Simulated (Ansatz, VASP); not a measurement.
## Al: VASP beside Ansatz

Contents of INCAR:

```
SYSTEM = Al
ALGO = Normal
EDIFF = 1E-6
ENCUT = 520
GGA = PE
ISIF = 2
ISMEAR = 0
LASPH = .TRUE.
LCHARG = .FALSE.
LREAL = .FALSE.
LWAVE = .FALSE.
NBANDS = 14
NELM = 60
PREC = Accurate
SIGMA = 0.1
```

KPOINTS

```
k-points
0
G
  9 9 2
  0 0 0
```

Contents of POSCAR:

```
Al
1.0
    2.8270770242      0.0000000000      0.0000000000
   -1.4135385121      2.4483205214      0.0000000000
    0.0000000000      0.0000000000      9.1859930700
Al
4
Direct
    0.0000000000      0.0000000000      0.0000000000
    0.3333333300      0.6666666700      0.2500000000
    0.0000000000      0.0000000000      0.5000000000
    0.6666666700      0.3333333300      0.7500000000
```

Input for Ansatz:

```yaml
crystal:
  lattice:
    - [2.8270770242, 0.0, 0.0]
    - [-1.4135385121, 2.4483205214, 0.0]
    - [0.0, 0.0, 9.18599307]
  atoms:
    - { symbol: Al, position: [0.0, 0.0, 0.0] }
    - { symbol: Al, position: [0.33333333, 0.66666667, 0.25] }
    - { symbol: Al, position: [0.0, 0.0, 0.5] }
    - { symbol: Al, position: [0.66666667, 0.33333333, 0.75] }
basis:
  ecutwfc: 420
kpoints:
  mp_grid: { grid: [9, 9, 2] }
hamiltonian:
  xc: pbe
scf:
  occupations: { method: gaussian, width: 0.1 }
output:
  forces: true
  stress: true
  eigenvalues: true
```

This isn't the form of Al at room conditions, which is fcc.

Alike in both runs: task single point; functional PBE; k mesh 9 × 9 × 2; occupations gaussian, width 0.1 eV; no spin polarisation.

```csv
,VASP,Ansatz
version,VASP 6.6.1,Ansatz 0.2.0
potentials or method,"VASP PAW PBE potentials, release 64 (Al)","scalar-relativistic, plane waves, PAW"
plane-wave cutoff (eV),520,420
valence electrons in the cell,12,12
```

Ansatz gave:

| Property | Result |
| --- | --- |
| gap on the k mesh at the Fermi level (eV) | none |
| pressure (GPa) | 3.5 |
| largest component of the traceless stress (GPa) | 1.79 |

**Question.** Estimate VASP's values.

**Answer.** gap on the k mesh at the Fermi level (eV): none; pressure (GPa): 3.4; largest component of the traceless stress (GPa): 1.79.

A gap of «none» marks a metal or a gap that the smearing closes. With one functional, cell and mesh, what is left measures potentials, basis and numerics.
